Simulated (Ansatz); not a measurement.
# Sn on an O site in SnO2

What does a Sn on an O site cost in SnO2, and how do its neighbours move? It is set in a cell of 48 host atoms, in the charges 0, -1, -2.

Method: DFT PBE, scalar-relativistic, plane waves, PAW, in Ansatz 0.2.0.

2 further runs of the same task are left out: 2 set aside as unsound or not needed.

## Step 1: The system as given

Symmetry: P4_2/mnm, No. 136, tetragonal system. Conventional cell: a = 4.827 Å, b = 4.827 Å, c = 3.238 Å, α = 90.00°, β = 90.00°, γ = 90.00°. Sn (site symmetry mmm) has 6 O at 2.09 Å as nearest neighbours. Around O (site symmetry m2m) lie 3 Sn at 2.09 Å.

As a file:

```
Sn O
1.0
     4.82652    0.00000    0.00000
     0.00000    4.82837    0.00000
     0.00000    0.00000    3.23817
Sn O
2 4
Direct
  0.50000 0.50000 0.50000
  0.00000 0.00000 0.00000
  0.30650 0.30666 0.00000
  0.80650 0.19334 0.50000
  0.19350 0.80666 0.50000
  0.69350 0.69334 0.00000
```

It goes back to an entry of the Materials Project, which need not be the stable form.

This cell was relaxed beforehand with the same method: volume 12.58 Å³/atom, gap on the mesh 0.68 eV.

The host's static dielectric tensor, from an earlier linear-response run, has a mean of 12.98.

The perfect supercell (rows 1 1 2; 1 -1 -2; -1 1 -2 in vectors of this cell) comes from an earlier run at this level (48 atoms, E(σ→0) -114543.7600 eV, gap 1.81 eV on its own mesh).

## Step 2: The defect cell

The atom at (0.307, 0.903, 0.903) of the supercell is replaced. The other atoms start on their ideal sites. Its neighbours are 3 Sn at 2.09 Å.

## Step 3: Relaxing the defect, charge 0

input.yaml

```yaml
crystal:
  lattice:
    - [4.8265168699, 4.8283687418, 6.4763336527]
    - [4.8265168699, -4.8283687418, -6.4763336527]
    - [-4.8265168699, 4.8283687418, -6.4763336527]
  atoms:
    - { symbol: Sn, position: [0.5, 0.875, 0.875] }
    - { symbol: Sn, position: [0.5, 0.625, 0.625] }
    - { symbol: Sn, position: [0.5, 0.375, 0.375] }
    - { symbol: Sn, position: [0.5, 0.125, 0.125] }
    - { symbol: Sn, position: [0.0, 0.375, 0.875] }
    - { symbol: Sn, position: [0.0, 0.125, 0.625] }
    - { symbol: Sn, position: [0.0, 0.875, 0.375] }
    - { symbol: Sn, position: [0.0, 0.625, 0.125] }
    - { symbol: Sn, position: [0.5, 0.75, 0.25] }
    - { symbol: Sn, position: [0.5, 0.5, 0.0] }
    - { symbol: Sn, position: [0.5, 0.25, 0.75] }
    - { symbol: Sn, position: [0.5, 0.0, 0.5] }
    - { symbol: Sn, position: [0.0, 0.25, 0.25] }
    - { symbol: Sn, position: [0.0, 0.0, 0.0] }
    - { symbol: Sn, position: [0.0, 0.75, 0.75] }
    - { symbol: Sn, position: [0.0, 0.5, 0.5] }
    - { symbol: Sn, position: [0.3065789402, 0.903248087, 0.9033308532] }
    - { symbol: O, position: [0.3065789402, 0.653248087, 0.6533308532] }
    - { symbol: O, position: [0.3065789402, 0.403248087, 0.4033308532] }
    - { symbol: O, position: [0.3065789402, 0.153248087, 0.1533308532] }
    - { symbol: O, position: [0.8065789402, 0.403248087, 0.9033308532] }
    - { symbol: O, position: [0.8065789402, 0.153248087, 0.6533308532] }
    - { symbol: O, position: [0.8065789402, 0.903248087, 0.4033308532] }
    - { symbol: O, position: [0.8065789402, 0.653248087, 0.1533308532] }
    - { symbol: O, position: [0.4999172337, 0.028248087, 0.7216691468] }
    - { symbol: O, position: [0.4999172337, 0.778248087, 0.4716691468] }
    - { symbol: O, position: [0.4999172337, 0.528248087, 0.2216691468] }
    - { symbol: O, position: [0.4999172337, 0.278248087, 0.9716691468] }
    - { symbol: O, position: [0.9999172337, 0.528248087, 0.7216691468] }
    - { symbol: O, position: [0.9999172337, 0.278248087, 0.4716691468] }
    - { symbol: O, position: [0.9999172337, 0.028248087, 0.2216691468] }
    - { symbol: O, position: [0.9999172337, 0.778248087, 0.9716691468] }
    - { symbol: O, position: [0.5000827663, 0.721751913, 0.0283308532] }
    - { symbol: O, position: [0.5000827663, 0.471751913, 0.7783308532] }
    - { symbol: O, position: [0.5000827663, 0.221751913, 0.5283308532] }
    - { symbol: O, position: [0.5000827663, 0.971751913, 0.2783308532] }
    - { symbol: O, position: [8.27663e-05, 0.221751913, 0.0283308532] }
    - { symbol: O, position: [8.27663e-05, 0.971751913, 0.7783308532] }
    - { symbol: O, position: [8.27663e-05, 0.721751913, 0.5283308532] }
    - { symbol: O, position: [8.27663e-05, 0.471751913, 0.2783308532] }
    - { symbol: O, position: [0.6934210598, 0.096751913, 0.0966691468] }
    - { symbol: O, position: [0.6934210598, 0.846751913, 0.8466691468] }
    - { symbol: O, position: [0.6934210598, 0.596751913, 0.5966691468] }
    - { symbol: O, position: [0.6934210598, 0.346751913, 0.3466691468] }
    - { symbol: O, position: [0.1934210598, 0.596751913, 0.0966691468] }
    - { symbol: O, position: [0.1934210598, 0.346751913, 0.8466691468] }
    - { symbol: O, position: [0.1934210598, 0.096751913, 0.5966691468] }
    - { symbol: O, position: [0.1934210598, 0.846751913, 0.3466691468] }
  host:
    lattice:
      - [4.8265168699, 0.0, 0.0]
      - [0.0, 4.8283687418, 0.0]
      - [0.0, 0.0, 3.2381668263]
    atoms:
      - { symbol: Sn, position: [0.5, 0.5, 0.5] }
      - { symbol: Sn, position: [0.0, 0.0, 0.0] }
      - { symbol: O, position: [0.306496174, 0.3066617065, 0.0] }
      - { symbol: O, position: [0.806496174, 0.1933382935, 0.5] }
      - { symbol: O, position: [0.193503826, 0.8066617065, 0.5] }
      - { symbol: O, position: [0.693503826, 0.6933382935, 0.0] }
basis:
  ecutwfc: 420
  xc_grid: 2
kpoints:
  mp_grid: { grid: [2, 2, 2], shift: [0.5, 0.5, 0.5] }
hamiltonian:
  xc: pbe
scf:
  occupations: { method: gaussian, width: 0.01 }
output:
  forces: true
  stress: false
  eigenvalues: true
  charged_corrections:
    defect_position: [0.30657894, 0.90324809, 0.90333085]
    epsilon: [[14.0283, 0.0, 0.0], [0.0, 14.0284, 0.0], [0.0, 0.0, 10.8953]]
relax:
  adjacent_minimum: "off"
  f_tol: 0.025
  max_steps: 45
```

Started as:

```
ansatz run input.yaml --threads 4 --pin off --max-ram 6144MiB --backend cpu --events-out ev --progress --plain --runs-dir out
```

The session goes on with these runs: relaxing the defect, charge -1; relaxing the defect, charge -2.

**Question.** What will these runs give? Wanted: formation energy, neutral; nearest atoms after relaxation, one image of each, neutral.

The runs gave:

| quantity | value |
| --- | --- |
| formation energy, neutral | 7.23 eV |
| nearest atoms after relaxation, one image of each, neutral | 2 O at 2.20 Å, 1 O at 2.24 Å, 1 Sn at 2.65 Å, 2 Sn at 2.79 Å |
| level (0/-1) above the valence top | 2.47 eV (outside the gap) |
| level (-1/-2) above the valence top | 3.02 eV (outside the gap) |

**Reading.** Forming the neutral defect takes 7.23 eV with the elements as reservoirs. Spin polarisation was off in the neutral run, so a moment could not show there. Among the charges computed the stable one is 0 at the valence top and stays so across the gap of 0.68 eV. In charges -1 and -2 the extra carrier would gain by moving to a band edge of the host at this level and cell size; a small cell and a semilocal functional both favour that, so a real bound level isn't ruled out. The alignment term, up to 1.46 eV here, is marked as doubtful by the program in a cell of this size. Levels are placed in the host's Kohn-Sham gap, which is usually too small at this level and squeezes them. With 48 host sites the defect feels its images, so energies are good to tenths of an eV at best. A distortion of lower symmetry was not tried. Some runs ended without the moments they were started with.
